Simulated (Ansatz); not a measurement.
Computed with DFT, revPBE, plane waves (420 eV) with PAW, scalar-relativistic in Ansatz. The PAW files were generated under PBE, with cores re-solved for the functional.

An element in the hcp structure gives this curve. The cell is scaled uniformly from the relaxed one, with fractional coordinates and shape fixed. Energies are extrapolated to zero smearing, pressures are those at the given smearing. Magnetic state: spin not included.

| V (Å³/atom) | E − E₀ (meV/atom) | P (GPa) |
| --- | --- | --- |
| 17.183 | 85.8 | 13.01 |
| 17.964 | 36.0 | 7.81 |
| 18.745 | 8.9 | 3.63 |
| 19.526 | 0.0 | 0.26 |
| 20.307 | 6.0 | -2.48 |
| 21.088 | 24.0 | -4.69 |
| 21.869 | 51.7 | -6.50 |

Task: Which element is it?
A. silver
B. arsenic
C. lithium
D. aluminium

Result: B. Its fit is V₀ = 19.57 Å³/atom, B₀ = 75 GPa, B₀′ = 4.3.
